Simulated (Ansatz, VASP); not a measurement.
**Two plane-wave programs on NaH**

Contents of POSCAR:

```
NaH
1.0
    2.9551240000      0.0000000000      0.0000000000
    0.0000000000      2.9551240000      0.0000000000
    0.0000000000      0.0000000000      2.9551240000
Na H
1 1
Direct
    0.0000000000     -0.0338395275      0.0000000000
    0.5000000000      0.5000000000      0.5000000000
```

The input INCAR.step1:

```
PREC = Accurate
ENCUT = 520
ISMEAR = 0
SIGMA = 0.05
LREAL = False
LASPH = True
NELM = 100
NBANDS = 11
GGA = PE
ALGO = Normal
EDIFF = 1E-4
LWAVE = True
LCHARG = False
```

The input INCAR.step2:

```
PREC = Accurate
ENCUT = 520
EDIFF = 1E-7
ISMEAR = 0
SIGMA = 0.05
LREAL = False
LASPH = True
NELM = 100
ALGO = Normal
ISIF = 2
LWAVE = False
LCHARG = False
METAGGA = R2SCAN
LMIXTAU = True
NBANDS = 11
ISTART = 1
```

KPOINTS

```
regular mesh
0
Gamma
  10 10 10
```

Input for Ansatz:

```yaml
crystal:
  lattice:
    - [2.955124, 0.0, 0.0]
    - [0.0, 2.955124, 0.0]
    - [0.0, 0.0, 2.955124]
  atoms:
    - { symbol: Na, position: [0.0, -0.0338395275, 0.0] }
    - { symbol: H, position: [0.5, 0.5, 0.5] }
basis:
  ecutwfc: 500
kpoints:
  mp_grid: { grid: [10, 10, 10] }
hamiltonian:
  xc: r2scan
scf:
  occupations: { method: gaussian, width: 0.05 }
output:
  forces: true
  stress: true
  eigenvalues: true
```

Change from the starting cell: all Na atoms moved -0.100 Å, as atom 1 along Cartesian [0 1 0].

Alike in both runs: task single point; functional r2SCAN; k mesh 10 × 10 × 10; occupations gaussian, width 0.05 eV; no spin polarisation.

|  | VASP | Ansatz |
| --- | --- | --- |
| version | VASP 6.6.1 | Ansatz 0.2.0 |
| potentials or method | VASP PAW PBE potentials, release 64 (Na_pv, H) | scalar-relativistic, plane waves, PAW |
| plane-wave cutoff (eV) | 520 | 500 |
| valence electrons in the cell | 8 | 10 |

|  | VASP | Ansatz | Ansatz less VASP |
| --- | --- | --- | --- |
| gap on the k mesh at the Fermi level (eV) | 1.61 | 1.60 | -0.011 |
| least direct gap on the mesh (eV) | 5.09 | 5.08 | -0.005 |
| pressure (GPa) | -0.7 | -0.5 | +0.25 |
| largest component of the traceless stress (GPa) | 0.10 | 0.03 | -0.069 |
| rms of the force components (eV/Å) | 0.020 | 0.026 | +0.0061 |

Atom by atom the forces differ by 0.006 eV/Å (rms over components). The two sets of potentials don't hold the same shells in valence.

Caveats: the PAW data sets were made with another functional, which shifts forces and pressure a little (VASP). A k mesh can miss the band edges.
